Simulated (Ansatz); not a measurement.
# Migration of Si in TiSi2

Theory: Ansatz, DFT PBE, scalar-relativistic, plane waves, PAW. (420 eV cutoff, 4×4×4 k-mesh, shifted by half a step, Gaussian smearing of 0.10 eV, no spin polarisation)

Host crystal, relaxed:

```cif
data_structure
_symmetry_space_group_name_H-M 'P 1'
_symmetry_Int_Tables_number 1
_cell_length_a 5.9510
_cell_length_b 4.9085
_cell_length_c 4.7831
_cell_angle_alpha 75.752
_cell_angle_beta 53.077
_cell_angle_gamma 51.171
_cell_volume 85.08
loop_
_atom_site_label
_atom_site_type_symbol
_atom_site_fract_x
_atom_site_fract_y
_atom_site_fract_z
_atom_site_occupancy
Ti1 Ti 0.75000 0.75000 0.75000 1
Ti2 Ti 0.50000 0.50000 0.50000 1
Si1 Si 0.08682 0.41318 0.08682 1
Si2 Si 0.41318 0.08682 0.41318 1
Si3 Si 0.16318 0.83682 0.16318 1
Si4 Si 0.83682 0.16318 0.83682 1
```

In a supercell of 24 host sites, interstitial Si hops to an equivalent place, moving 0.79 Å between the relaxed ends. Climbing-image nudged elastic band at fixed cell with images 0 (start) to 6 (end), the path measured over all atoms, converged to 0.05 eV/Å; the order of the saddle wasn't checked, and the small cell leaves errors of about a tenth of an eV.

Supercell rows in host cell vectors: 0 1 1; 1 -2 0; 1 0 -2. Si was set at (0.042, 0.700, 0.800) of the host cell.

At the relaxed start Si has 1 Si at 2.24 Å, 1 Si at 2.39 Å, 1 Ti at 2.41 Å, 1 Ti at 2.49 Å, 1 Si at 2.50 Å, 1 Ti at 2.61 Å, 1 Ti at 2.69 Å, 1 Si at 2.71 Å, 1 Si at 2.72 Å.

(1) What barrier does the band give, and what surrounds the atom at the top?

Results:

(1) 2.60 eV at image 3, where Si has 1 Si at 2.02 Å, 1 Ti at 2.11 Å, 2 Ti at 2.46 Å, 2 Si at 2.57 Å.

Cost: 1 run of about 44 core-minutes, on Intel Xeon Platinum 8488C (Sapphire Rapids) (shared hosts).